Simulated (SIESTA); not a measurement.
Cu, 1 atom in the cell. It takes space group Fm-3m (No. 225, cubic). The conventional cell has a = 3.787 Å, b = 3.787 Å, c = 3.787 Å, α = 90.00°, β = 90.00°, γ = 90.00°. Cu (site symmetry m-3m) is surrounded by 12 Cu at 2.68 Å.  The cell isn't the ideal one: volume scaled by 1.15.

```yaml
Program: SIESTA 5.4.2
Task: density of states
Functional: PW86PBE
Potentials_or_basis: PseudoDojo 0.4 standard (PBE files)
Basis: DZP (energy shift 0.005 Ry)
Grid_cutoff: 800 Ry
Energy_shift: 0.005 Ry
k_mesh: 13 × 13 × 13
Occupations: fermi-dirac, width 0.05 eV
Spin: no spin polarisation
broadening_eV: 0.2 eV
window_from_eV: -25 eV
window_to_eV: 15 eV
energy_points: 201
k_mesh_for_the_DOS: 20 × 20 × 20
```

Potentials or basis: PseudoDojo 0.4 standard (PBE files), DZP (energy shift 0.005 Ry).

Run with:

```sh
$ python run.py
```

Hardware: 1 thread of Arm Neoverse V1 (shared host).

Problem. How long does it take, and how much memory?

Solution. Wall time 21 s on 1 thread of Arm Neoverse V1, on a shared host, peak memory 0.17 GiB. Counts: scf iterations 8, k points 1099, bands 19.
